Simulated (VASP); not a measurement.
## A VASP 6.6.1 relaxation on GaSb

INCAR

```
NSW = 40
LASPH = .TRUE.
SIGMA = 0.02
EDIFF = 1E-7
NBANDS = 16
ENCUT = 600
LWAVE = .FALSE.
IBRION = 2
ISIF = 3
PREC = Accurate
LREAL = .FALSE.
GGA = PE
EDIFFG = -0.05
ISMEAR = -1
NELM = 120
LCHARG = .FALSE.
```

KPOINTS

```
KPOINTS created by Atomic Simulation Environment
0
Gamma
8 8 8
0 0 0
```

POSCAR

```
Ga Sb
 1.0000000000000000
     0.0000000000000000    2.7695880000000002    2.7695880000000002
     2.7695880000000002    0.0000000000000000    2.7695880000000002
     2.7695880000000002    2.7695880000000002    0.0000000000000000
 Ga  Sb
   1   1
Cartesian
  0.0000000000000000  0.0000000000000000  0.0000000000000000
  2.7695880000000002  2.7695880000000002  2.7695880000000002
```

The recommended PBE PAW datasets give the neutral cell 18 valence electrons.

Command

```
mpirun -np 1 vasp_std
```

How does this run end, and what does it give?

It converged. Results: relaxed cell vector lengths 4.102, 4.102, 4.102 Å; relaxed cell volume 48.82 Å³.

OSZICAR

```
N       E                     dE             d eps       ncg     rms          rms(c)
DAV:   1     0.837549980528E+02    0.83755E+02   -0.93539E+03   944   0.168E+03
DAV:   2    -0.689849414506E+00   -0.84445E+02   -0.81142E+02  1080   0.325E+02
DAV:   3    -0.670880213027E+01   -0.60190E+01   -0.59854E+01  1136   0.640E+01
DAV:   4    -0.680945199328E+01   -0.10065E+00   -0.10063E+00  1096   0.896E+00
DAV:   5    -0.681156725688E+01   -0.21153E-02   -0.21152E-02  1184   0.121E+00    0.293E+00
DAV:   6    -0.679721812683E+01    0.14349E-01   -0.43700E-02  1208   0.397E+00    0.169E+00
DAV:   7    -0.679778281763E+01   -0.56469E-03   -0.93021E-03  1400   0.128E+00    0.347E-01
DAV:   8    -0.679784469106E+01   -0.61873E-04   -0.15098E-03  1176   0.588E-01    0.529E-02
DAV:   9    -0.679785930277E+01   -0.14612E-04   -0.10307E-04  1184   0.119E-01    0.886E-03
DAV:  10    -0.679786110152E+01   -0.17987E-05   -0.76377E-06  1168   0.329E-02    0.235E-03
...
DAV:   1    -0.761281965572E+01   -0.65681E+00   -0.76297E+00  1104   0.382E+01    0.464E+00
DAV:   2    -0.711423805313E+01    0.49858E+00   -0.10078E+00  1152   0.198E+01    0.203E+00
DAV:   3    -0.700210952678E+01    0.11213E+00   -0.86860E-02  1184   0.399E+00    0.578E-01
DAV:   4    -0.698752919073E+01    0.14580E-01   -0.10056E-02  1024   0.982E-01    0.144E-01
DAV:   5    -0.698653765349E+01    0.99154E-03   -0.10302E-03  1152   0.391E-01    0.476E-02
DAV:   6    -0.698649530057E+01    0.42353E-04   -0.57981E-05  1272   0.773E-02    0.119E-02
DAV:   7    -0.698649445840E+01    0.84217E-06   -0.34693E-06  1216   0.295E-02    0.284E-03
DAV:   8    -0.698649433172E+01    0.12668E-06   -0.29762E-07  1056   0.540E-03    0.826E-04
DAV:   9    -0.698649436164E+01   -0.29916E-07   -0.16230E-08   632   0.121E-03
   3 F= -.69864944E+01 E0= -.69859665E+01  d E =-.188633E+00
```

```
ionic step  ΔE (meV/atom)  volume (Å³)  largest force (eV/Å)  pressure (GPa)  electronic steps
         1            0.0        42.49                 0.000           10.91                14
         2          -79.1        52.02                 0.000           -2.94                11
         3          -94.3        48.82                 0.000            0.10                 9
```

 The volume moved far on the plane waves of the start cell, so a restart from CONTCAR is due.

For comparison, a separate PBE relaxation on usual settings, not on those above, ends at 48.86 Å³.
